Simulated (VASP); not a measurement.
Set up this calculation in VASP 6.6.1, as the native input.

| Item | Value |
| --- | --- |
| Task | relaxation of the atoms |
| Functional | vdW-DF2 |
| Potentials or basis | VASP PAW PBE potentials, release 54 (P) |
| Cutoff | 500 eV |
| k mesh | 9 × 9 × 9 |
| Occupations | fermi-dirac, width 0.05 eV |
| Spin | no spin polarisation |
| Atoms held fixed (from 0) | [0] |
| Further INCAR settings | ALGO = Normal; EDIFF = 1e-06; IBRION = 2; EDIFFG = -0.02; NSW = 40 |

The structure of P lies in POSCAR:

```
P
1.0
    1.7257251780      0.9963478961      3.1296800121
   -1.7257251780      0.9963478961      3.1296800121
    0.0000000000     -1.9926957921      3.1296800121
P
2
Selective dynamics
Direct
    0.7684830000      0.7774590000      0.7668720000  F F F
    0.2257350000      0.2291030000      0.2269390000  T T T
```

This isn't the form of P at room conditions, which is orthorhombic.

The cell isn't the ideal one: atoms moved at random, drawn with an rms of 0.02 Å.

The input as run:

INCAR

```
PREC = Accurate
ENCUT = 500
EDIFF = 1E-6
ISMEAR = -1
SIGMA = 0.05
LREAL = F
LASPH = T
NELM = 100
ALGO = Normal
ISIF = 2
LWAVE = F
LCHARG = F
GGA = ML
LUSE_VDW = T
AGGAC = 0.0
ZAB_VDW = -1.8867
IBRION = 2
NSW = 40
EDIFFG = -0.02
```

KPOINTS

```
Automatic mesh
0
Gamma
  9 9 9
```

Potentials or basis: VASP PAW PBE potentials, release 54 (P).

Command:

```console
$ cat potpaw_PBE.54/P/POTCAR > POTCAR
$ mpirun -np 1 vasp_std > vasp.out
```

Results of the run:

| Item | Value |
| --- | --- |
| Energy gained by relaxing | 2.0 meV/atom |
| Ionic steps | 6 |
| Pressure after relaxing | 12.8 GPa |
| Band gap on the k mesh | none (metal or under the smearing width) |

Caveat: the PAW data sets were made with another functional, which shifts forces and pressure a little.

Run time: 3.7 min on 1 thread of Intel(R) Xeon(R) Platinum 8488C (Sapphire Rapids) (shared host), peak memory 0.38 GiB.
